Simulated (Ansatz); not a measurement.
# Phonon spectrum of SiO$_{2}$

Theory: Ansatz, DFT PBE+D3(BJ), scalar-relativistic, plane waves, PAW. Plane waves to 420 eV; Γ-centred k mesh 12×12×12; fixed occupations. No spin polarisation. Phonons by linear response, acoustic sum rule imposed.

Relaxed structure:
```yaml
crystal:
  lattice:
    - [1.34368, 0.77577, 4.57473]
    - [-1.34368, 0.77577, 4.57473]
    - [0.00000, -1.55155, 4.57473]
  atoms:
    - { symbol: Si, position: [0.50000, 0.50000, 0.50000] }
    - { symbol: O, position: [0.76667, 0.76667, 0.76667] }
    - { symbol: O, position: [0.23333, 0.23333, 0.23333] }
```

The cell was found from a structure generator's guess, not taken from experiment. The q mesh is coarse, so values between its points are rough.

Force constants from linear response on a 3×3×3 q mesh.

Q: Is the structure dynamically stable on the q mesh?

A: Yes, on this mesh: no mode is imaginary.

Q: Give the frequencies (cm⁻¹) at the zone-boundary points of high symmetry (interpolated where a point lies off the q mesh).

A:
```csv
point,q,frequencies
T,0.500 0.500 0.500,37 37 85 537 537 557 557 686 943
H2,0.814 0.186 0.500,289 460 460 538 621 661 700 726 729
H0,0.500 -0.186 0.186,289 460 460 538 621 661 700 726 729
L,0.500 0.000 0.000,285 390 442 479 532 650 723 749 818
S0,0.343 -0.343 0.000,289 459 460 541 631 658 694 727 728
S2,0.657 0.000 0.343,289 459 460 541 631 658 694 727 728
F,0.500 0.000 0.500,298 400 438 474 512 648 727 744 838
```
